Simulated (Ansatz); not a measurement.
# Mg/GaN/Zr: predicting the conductance of a thicker barrier

Set-up. Ansatz 0.2.0, plane waves with PAW datasets, PBE. Interfaces are relaxed in a short slab (with D3(BJ) where the barrier is layered), set between ideal electrode layers that go on as semi-infinite leads, and the zero-bias conductance G at 300 K comes from T(E) on a typed mesh. The error is the largest of the program's estimates from energy step, mesh, the leads' potential steps and neutrality; its separate bound for narrow resonances between the energies solved isn't counted and can be far larger. The lower electrode is Mg (hcp 0001), the upper Zr (hcp 0001) and the barrier GaN (wurtzite 0001), on a net of side 3.205 Å; d is the distance between the electrodes' last planes.

Runs in hand:

```
planes in the barrier  d (Å)  G (S/m²)  error (%)  lead step (meV)
                    4   7.42   2.62e13         14               26
                    8  12.69   8.50e12         11               26
```

Task: A further run has 12 planes, d = 17.96 Å. Fit G ∝ exp(−βd) to the rows shown and predict its conductance.

Working: Through two points, β = ln(2.62e13 / 8.50e12) / (12.69 − 7.42) = 1.12 / 5.27 = 0.213 Å⁻¹. From the last point shown, G = 8.50e12 × exp(−0.213 × 5.27) = 2.76e12 S/m².

Check: The run gave 2.28e12 S/m², with an error estimate of 9 % and a lead step of 26 meV. The prediction is 1.21 times that, too high by 21 %. That lies within the runs' own error estimates, carried through the fit.

**Limits.** The interfaces are ideal, one cell wide, strained to a common net and relaxed from one registry with their symmetry kept. PBE's gaps are too small, so true decay constants are likely larger where the Fermi level lies deep in a gap. No spin-orbit coupling, phonons, disorder or image charges enter. The rows shown are chosen by tests on error estimates (under 100 to 120 %), lead steps (under 150 meV, though the program warns over 25), intact interfaces and, for fits, a steady trend in the rows shown; the data set holds 414 series of this kind, and not all pass.

[Logs are printed without paths, hosts, clocks, repeated set-up lines and the standing remarks that a program may print on its own settings, such as how far it seeks lower states.]
